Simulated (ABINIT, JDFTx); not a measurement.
# As: equilibrium volume by level of theory

Space group R-3m:H (No. 166). a = 3.762 Å, b = 3.762 Å, c = 10.542 Å, α = 90.00°, β = 90.00°, γ = 120.00°
```tsv
atom	site	symmetry	x	y	z
As	6c	3m	0.0000	0.0000	0.2260
```

```csv
rung,level,program and potentials,cutoff (eV),k mesh,smearing,core time,chip,equilibrium volume (Å³/atom),notes
LDA,LDA,"ABINIT, JTH PAW LDA v2.0",408,9 × 9 × 9,fermi-dirac 0.05,4.9 min,Arm Neoverse V2,20.41,-
GGA,PBEsol,"ABINIT, JTH PAW PBE v2.0",408,9 × 9 × 9,fermi-dirac 0.05,8.6 min,Intel Xeon Platinum 8488C Sapphire Rapids,20.88,potentials made for PBE
GGA,PBEsol,"JDFTx, PseudoDojo-SR-PBEsol-0.4.1-standard with smoothed tails",1143,7 × 7 × 7,fermi-dirac 0.05,15 min,AMD EPYC 9B45 Zen 5,20.86,-
GGA,PBEsol,"ABINIT, PseudoDojo NC SR PBEsol v0.4.1 standard",1143,7 × 7 × 7,fermi-dirac 0.05,20 min,Intel Xeon 6975P-C Granite Rapids,20.85,-
GGA,PBE,"ABINIT, PseudoDojo NC SR PBE v0.4.1 standard",1143,7 × 7 × 7,fermi-dirac 0.05,27 min,Intel Xeon 6975P-C Granite Rapids,22.48,-
LDA,LDA,"ABINIT, PseudoDojo NC SR LDA v0.4.1 standard",1088,7 × 7 × 7,fermi-dirac 0.05,29 min,Intel Xeon 6975P-C Granite Rapids,20.37,-
```

Times are single runs on shared hosts and different chips, so they are rough; meshes, cutoffs and the tasks' sizes weigh on the time. Task: relaxation of cell and atoms. All rows: no spin polarisation. Smearing widths are in eV. For a metal such meshes aren't converged. Meshes differ between rows, which moves values too. Meshes are those of the run's cell of 2 atoms unless a note names another. Relaxations start from the cell shown or near it and stop with a little pressure left. Runs on faulty files, with rough fits or with known faults for this quantity aren't shown. No row holds spin-orbit coupling.

By rung: LDA 20.37 to 20.41; GGA 20.85 to 22.48 (Å³/atom).

The volume of arsenic grows from LDA through PBEsol to PBE, and the split within the GGA rung, from about 20.85 to 22.48 Å³/atom, is wider than the step from LDA to PBEsol. Changing the potentials or the code at a fixed functional matters far less. The measured volume lies between the PBEsol and PBE results, so LDA and PBEsol overbind while PBE underbinds.

The A7 structure is a Peierls-distorted simple cubic lattice, with three short covalent bonds per atom inside a buckled bilayer and three longer contacts to the next one. PBE's stronger gradient enhancement favours inhomogeneous density and so penalises overlap between bilayers less well compensated by bonding. The soft interlayer spacing therefore probably takes up most of the expansion, while LDA and PBEsol pull the layers together and would tend to weaken the distortion. The volumes alone cannot confirm this division, which needs the relaxed axial ratio and internal coordinate, and a volume close to experiment could still hide compensating errors in the two bond lengths.
